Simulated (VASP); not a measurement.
# Settings for HfO₂: band structure

HfO₂, P4_2/nmc (no. 137), 6 atoms in the cell. R2SCAN; PAW potentials Hf_pv, O (PBE set). VASP 6.6.1.

Wanted: band energies at the path's corners within 0.1 eV; smallest gap over path and mesh within 0.05 eV.

What the run is for: bands; Accuracy asked: screening; Route: KPOINTS_OPT.

Band energies at the path's corners: counted from the valence top.

POSCAR:
```
HfO2
1.0
    3.5580193300      0.0000000000      0.0000000000
    0.0000000000      3.5580193300      0.0000000000
    0.0000000000      0.0000000000      5.1718612100
Hf O
2 4
Direct
    0.0000000000      0.0000000000      0.0000000000
    0.5000000000      0.5000000000      0.5000000000
    0.0000000000      0.5000000000      0.1972078800
    0.5000000000      0.0000000000      0.3027921200
    0.5000000000      0.0000000000      0.8027921200
    0.0000000000      0.5000000000      0.6972078800
```

The series start from Plane-wave cutoff (eV): 460; k-point mesh: 5 × 5 × 4; k points a path segment: 12; Electronic threshold (eV): 1e-6; Precision mode (PREC): Accurate; Bands in all (NBANDS): 38; Aspherical gradient terms in the spheres (LASPH): yes; Highest l that the mixer handles (LMAXMIX): 4. Each series keeps the choices made before it, and each single choice may use up half of a tolerance.

## Plane-wave cutoff (eV)

| Plane-wave cutoff (eV) | Band energies at the path's corners, largest deviation (eV) | Smallest gap over path and mesh (eV) | Time (s) |
|---|---|---|---|
| 320 | 0.06 | 5.355 | 116 |
| 400 | 0.01 | 5.297 | 143 |
| 460 | 0.00 | 5.295 | 214 |
| 520 | 0.00 | 5.294 | 199 |
| 640 (reference) | 0.00 | 5.296 | 269 |

Chosen: 400, the loosest value from which every tighter one stays within half of the tolerance.

## k-point mesh

| k-point mesh | Band energies at the path's corners, largest deviation (eV) | Smallest gap over path and mesh (eV) | Time (s) |
|---|---|---|---|
| 2 × 2 × 2 | 0.06 | 5.245 | 108 |
| 3 × 3 × 2 | 0.01 | 5.287 | 107 |
| 3 × 3 × 3 | 0.01 | 5.291 | 105 |
| 4 × 4 × 3 | 0.00 | 5.296 | 122 |
| 5 × 5 × 4 | 0.00 | 5.297 | 143 |
| 6 × 6 × 5 | 0.00 | 5.297 | 166 |
| 8 × 8 × 6 (reference) | 0.00 | 5.297 | 238 |

Chosen: 3 × 3 × 2.

## Electronic threshold (eV)

| Electronic threshold (eV) | Band energies at the path's corners, largest deviation (eV) | Smallest gap over path and mesh (eV) | Time (s) |
|---|---|---|---|
| 0.001 | 0.00 | 5.288 | 44 |
| 0.0001 | 0.00 | 5.286 | 45 |
| 1e-5 | 0.00 | 5.286 | 50 |
| 1e-6 | 0.00 | 5.287 | 60 |
| 1e-7 (reference) | 0.00 | 5.287 | 56 |

Chosen: 0.001.

## Precision mode (PREC)

| Precision mode (PREC) | Band energies at the path's corners, largest deviation (eV) | Smallest gap over path and mesh (eV) | Time (s) |
|---|---|---|---|
| SingleN | 0.00 | 5.287 | 25 |
| Normal | 0.00 | 5.288 | 26 |
| Accurate (reference) | 0.00 | 5.288 | 44 |

Chosen: SingleN.

## Bands in all (NBANDS)

| Bands in all (NBANDS) | Band energies at the path's corners, largest deviation (eV) | Smallest gap over path and mesh (eV) | Time (s) |
|---|---|---|---|
| 24 | 0.17 | 5.288 | 19 |
| 25 | 0.02 | 5.287 | 20 |
| 26 | 0.00 | 5.287 | 21 |
| 28 | 0.00 | 5.287 | 21 |
| 38 | 0.00 | 5.287 | 25 |
| 48 (reference) | 0.00 | 5.288 | 30 |

Chosen: 25.

## Aspherical gradient terms in the spheres (LASPH)

| Aspherical gradient terms in the spheres (LASPH) | Band energies at the path's corners, largest deviation (eV) | Smallest gap over path and mesh (eV) | Time (s) |
|---|---|---|---|
| yes | 0.00 | 5.287 | 20 |
| no | 0.02 | 5.307 | 14 |

Chosen: yes; no other choice that stays within half of the tolerance saves 30 % of the time.

## Highest l that the mixer handles (LMAXMIX)

| Highest l that the mixer handles (LMAXMIX) | Band energies at the path's corners, largest deviation (eV) | Smallest gap over path and mesh (eV) | Time (s) |
|---|---|---|---|
| 4 | 0.00 | 5.287 | 20 |
| 2 | 0.00 | 5.289 | 19 |
| 6 | 0.00 | 5.287 | 20 |

Chosen: 4.

Also changed on the way, by series that aren't shown: k points a path segment: 5.

## All choices together

| Input | Band energies at the path's corners, largest deviation (eV) | Smallest gap over path and mesh (eV) | Time (s) |
|---|---|---|---|
| the program's defaults (naive) | 0.02 | 5.317 | 49 |
| chosen settings | 0.01 | 5.287 | 20 |
| reference settings throughout | 0.00 | 5.296 | 1007 |

The tolerance is met.

## The input

INCAR:
```
SYSTEM = HfO2
METAGGA  = R2SCAN         ! meta-GGA
ISMEAR   = 0              ! smearing method
SIGMA    = 0.03           ! smearing width, eV
LWAVE    = .FALSE.        ! write WAVECAR
LCHARG   = .FALSE.        ! write CHGCAR
NBANDS   = 25             ! bands
PREC     = SingleN        ! precision mode
LASPH    = .TRUE.         ! aspherical terms in the spheres
LREAL    = .FALSE.        ! projectors in reciprocal space
ALGO     = Normal         ! electronic algorithm
EDIFF    = 0.001          ! SCF threshold, eV
NELM     = 120            ! most SCF steps
GGA_COMPAT= .FALSE.      
ENCUT    = 400            ! plane-wave cutoff, eV
EFERMI   = MIDGAP       
LMAXMIX  = 4              ! l up to which the mixer works
LMIXTAU  = .TRUE.       
KPAR     = 2             
```

KPOINTS:
```
Automatic mesh
0
Gamma
  3 3 2
  0 0 0
```

KPOINTS_OPT:
```
path GXMGZRAZ,XR,MA
5
line-mode
reciprocal
 0.0000000000  0.0000000000  0.0000000000  G
 0.0000000000  0.5000000000  0.0000000000  X

 0.0000000000  0.5000000000  0.0000000000  X
 0.5000000000  0.5000000000  0.0000000000  M

 0.5000000000  0.5000000000  0.0000000000  M
 0.0000000000  0.0000000000  0.0000000000  G

 0.0000000000  0.0000000000  0.0000000000  G
 0.0000000000  0.0000000000  0.5000000000  Z

 0.0000000000  0.0000000000  0.5000000000  Z
 0.0000000000  0.5000000000  0.5000000000  R

 0.0000000000  0.5000000000  0.5000000000  R
 0.5000000000  0.5000000000  0.5000000000  A

 0.5000000000  0.5000000000  0.5000000000  A
 0.0000000000  0.0000000000  0.5000000000  Z

 0.0000000000  0.5000000000  0.0000000000  X
 0.0000000000  0.5000000000  0.5000000000  R

 0.5000000000  0.5000000000  0.0000000000  M
 0.5000000000  0.5000000000  0.5000000000  A
```

Commands:
```
cat potpaw_PBE.64/Hf_pv/POTCAR potpaw_PBE.64/O/POTCAR > POTCAR
mpirun -np 2 vasp_std > vasp.out
```

The naive input happens to agree within the tolerance here, in 49 s.

Limits: r2SCAN gaps are mostly well below measured ones; spin-orbit coupling is off, though it shifts bands of the heavy elements by a tenth of an eV or more.

The chosen input took VASP 6.6.1 20 s on 2 cores (AMD EPYC 9R45 (Zen 5)), a shared host.

## An input that fails: fixed density asked without a density file

VASP's message: ERROR: charge density could not be read from file CHGCAR for ICHARG>10.

Changes against the starting input:
```
- NELM = 120
+ NELM = 86
+ ICHARG = 11
```
